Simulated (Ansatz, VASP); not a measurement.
## Hf in VASP and in Ansatz

```
CELL_PARAMETERS angstrom
4.27857 0.00000 0.00000
0.00000 4.27857 0.00000
0.00000 0.00000 4.27857
ATOMIC_POSITIONS crystal
Hf 0.50000 0.00000 0.00000
Hf 0.00000 0.50000 0.00000
Hf 0.00000 0.00000 0.50000
```

Alike in both runs: functional PBE; k mesh 4 × 4 × 4; occupations gaussian, width 0.1 eV; no spin polarisation.

Ansatz relaxed the structure, and its values are those at the end. VASP's run is a single point on that final structure, the one shown.

|  | VASP | Ansatz |
| --- | --- | --- |
| version | VASP 6.6.1 | Ansatz 0.2.0 |
| potentials or method | VASP PAW PBE potentials, release 64 (Hf_pv) | scalar-relativistic, plane waves, PAW |
| plane-wave cutoff (eV) | 520 | 420 |
| valence electrons in the cell | 30 | 78 |

```tsv
	VASP	Ansatz	Ansatz less VASP
gap on the k mesh at the Fermi level (eV)	none	none	-
pressure (GPa)	-0.3	-0.1	+0.27
```

A gap of «none» marks a metal or a gap that the smearing closes. The two sets of potentials don't hold the same shells in valence.

Caveats: the k mesh is coarse (spacing up to 0.37 Å⁻¹), so the values aren't converged. The runs have no spin-orbit coupling, so splittings on Hf are missing.
